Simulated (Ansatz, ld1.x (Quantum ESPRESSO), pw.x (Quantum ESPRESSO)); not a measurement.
## Equation-of-state test of one RRKJ potential (iodine (I))

```
Element                 : iodine (I)
Generator               : ld1.x (Quantum ESPRESSO) 7.5
Type                    : norm-conserving RRKJ (Kleinman–Bylander form)
Functional              : PBE
Relativity              : scalar-relativistic
Frozen core             : [Kr] 4d10
Valence charge          : 7
Reference configuration : 5s2 5p5
Partial waves           : 5s (bound): rc 1.80 bohr; 5p (bound): rc 1.80 bohr; 5d channel at 0.35 Ry: rc 2.00 bohr
Local potential         : all-electron potential smoothed inside 1.80 bohr (lloc = -1)
Core correction         : Bessel-smoothed model core inside 1.30 bohr
rho0                    : 0.001
```

Crystal test: fcc I in pw.x 7.5, no spin, 11³ k-points, Fermi–Dirac smearing 0.01 Ry, cutoffs 60/240 Ry. The reference is all-electron LAPW (Ansatz 0.2.0) with the same functional, mesh and smearing; V0 and B0 come from Birch–Murnaghan fits to the pressures at five volumes. Errors are pseudo minus all-electron; Δ is the rms difference of the E(V) curves that follow from these fits, minima aligned, over ±6 % about the mean V0. Mesh and smearing are coarse, so the numbers serve the comparison and aren't converged zero-temperature values; the lattice is a test structure that the element need not adopt.

All-electron: a0 = 5.223 Å (V0 = 35.62 Å³/atom), B0 = 21.2 GPa.

Question: How far does the potential miss the all-electron equation of state?

Answer: mean pressure error (GPa): -0.64; a0 (Å): 5.170; a0 error (%): -1.01; B0 error (%): +7.6; Δ (meV/atom): 5.1. This is a poor potential for the solid. Note: ghost state, extra bound levels that the all-electron valence spectrum of the same l lacks: s at -4.3 eV. A true bound ghost makes a file unfit for plane-wave use.

| V (Å³/atom) | P all-electron (GPa) | P pseudo (GPa) |
| --- | --- | --- |
| 33.908 | 1.20 | 0.45 |
| 34.801 | 0.53 | -0.16 |
| 35.693 | -0.05 | -0.68 |
| 36.585 | -0.53 | -1.11 |
| 37.478 | -0.93 | -1.47 |

Question: At the middle volume, how do free energy and pressure move when the wave cutoff is lowered (ecutrho kept at four times it)?

Answer:

```json
{"cutoff (Ry)": "27", "shift of F (meV/atom)": "+248.0", "shift of P (GPa)": "+0.21"}
{"cutoff (Ry)": "36", "shift of F (meV/atom)": "+132.6", "shift of P (GPa)": "-1.42"}
{"cutoff (Ry)": "48", "shift of F (meV/atom)": "+19.8", "shift of P (GPa)": "-0.56"}
```

The run at the middle volume (56 k-points, 6 iterations) took about 15 s on one core of a shared host (Neoverse-V1, 32 threads, 247 GiB, load 25).
